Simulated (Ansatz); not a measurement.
**AlCo: strain energy, fitted**

AlCo, Pm-3m, a = 2.852 Å. The structure is a Materials Project entry; whether it is the stable form wasn't checked. Ansatz: PBE, PAW, 420 eV, Γ-centred 18×18×18 mesh on 2 atoms, Gaussian smearing 0.10 eV; no spin polarisation. Series: uniaxial strain along a, with b, c and atoms relaxed; x is the strain in per cent. y is the free energy over the unstrained cell, V0 = 11.598 Å³/atom.

```tsv
x (%)	y (meV/atom)
-3.0	8.40
-2.0	3.60
-1.0	0.86
0.0	0.00
1.0	?
2.0	2.89
3.0	6.01
```

Task: Fit y = c2 x² + c3 x³ to the other rows, turn c2 into a modulus, and predict the missing energy.

Result: Least squares on the rows shown. y = 0.8024 x² − 0.04428 x³. In eV per unit strain² c2 is 8.024; this is Young's modulus along the axis (E = ½ Y V0 ε²): 2 × 8.024 × 160.2 / (11.598) = 222 GPa. At x = 1.0 the fit asked for gives 0.76 meV/atom. The run gave 0.78 meV/atom, so the fit is 0.02 meV/atom too low, within the rms miss on the fitted rows (0.03 meV/atom).